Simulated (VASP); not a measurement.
Given:

```
CELL_PARAMETERS angstrom
      0.00000     3.14685     3.14685
      3.14685     0.00000     3.14685
      3.14685     3.14685     0.00000
ATOMIC_POSITIONS crystal
  Al 0.00000 0.00000 0.00000
  Sb 0.25000 0.25000 0.25000
```

These are PBE GGA, VASP's PBE PAW potentials (set 64) (plane waves; VASP) values and carry that method's errors. Settings: 520 eV cut-off, 7×7×7 Γ-centred mesh, Gaussian smearing of 0.050 eV, potentials Al Sb.

Question: Give the stress tensor in GPa (positive for a compressed cell).

Answer: 
```
-1.37   0.00   0.00
 0.00  -1.37   0.00
 0.00   0.00  -1.37
```
The pressure is its mean diagonal, -1.37 GPa.

The compound is AlSb in the zinc blende structure. This cell is one point of a volume scan, at 1.03 of the reference volume.
